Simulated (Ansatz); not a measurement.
The calculation used Ansatz 0.2.0, DFT PBE, scalar-relativistic, plane waves, PAW. Settings: cutoff 420 eV, Γ-centred meshes spaced at most about 0.3 Å⁻¹, and about 0.25 Å⁻¹ or finer for metals (2π included), Gaussian smearing. No spin polarisation.

These are static total energies at zero pressure.

**Question.** Order these relaxed structures of BeTe2 by energy, lowest first, with the energy over the lowest of them.
A.

Space group I4_1/amd:1 (No. 141). a = 5.281 Å, b = 5.281 Å, c = 9.875 Å, α = 90.00°, β = 90.00°, γ = 90.00°
```
atom  site  symmetry       x       y       z
  Be    4a      -4m2  0.0000  0.0000  0.0000
  Te    8e      2mm. 0.0000  0.0000  0.2577
```

B.

Space group P3m1 (No. 156). a = 3.536 Å, b = 3.536 Å, c = 8.152 Å, α = 90.00°, β = 90.00°, γ = 120.00°
| atom | site | symmetry | x | y | z |
| --- | --- | --- | --- | --- | --- |
| Be | 1b | 3m. | 0.3333 | 0.6667 | 0.0075 |
| Te | 1b | 3m. | 0.3333 | 0.6667 | 0.2998 |
| Te | 1a | 3m. | 0.0000 | 0.0000 | 0.8482 |

C.

Space group Ibam (No. 72). a = 4.601 Å, b = 10.001 Å, c = 6.802 Å, α = 90.00°, β = 90.00°, γ = 90.00°
```
atom  site  symmetry       x       y       z
  Be    4a       222  0.5000  0.5000  0.2500
  Te    8j       ..m  0.8059  0.3853  0.0000
```

**Answer.** C (0 meV/atom), B (132 meV/atom), A (318 meV/atom). Forms: C Ibam; B P3m1; A anatase type, I4_1/amd. Counting Te atoms around Be (those within 1.25 times the shortest such distance or 1.15 times the sum of covalent radii): C has Be 4; B has Be 4; A has Be 6. C holds Te–Te pairs (shortest 2.91 Å) (bonds between like non-metal atoms; other contacts aren't counted). All come from invented guesses.

Weakly bound directions are ill-defined at this level, which has no dispersion term (Ibam, P3m1), and this can change margins and order among such cells. These runs have no spin–orbit coupling, which can matter for Te. Cells relaxed within their symmetry can be saddle points. Some candidate types were left out of the draw beforehand, so a known form may be missing.
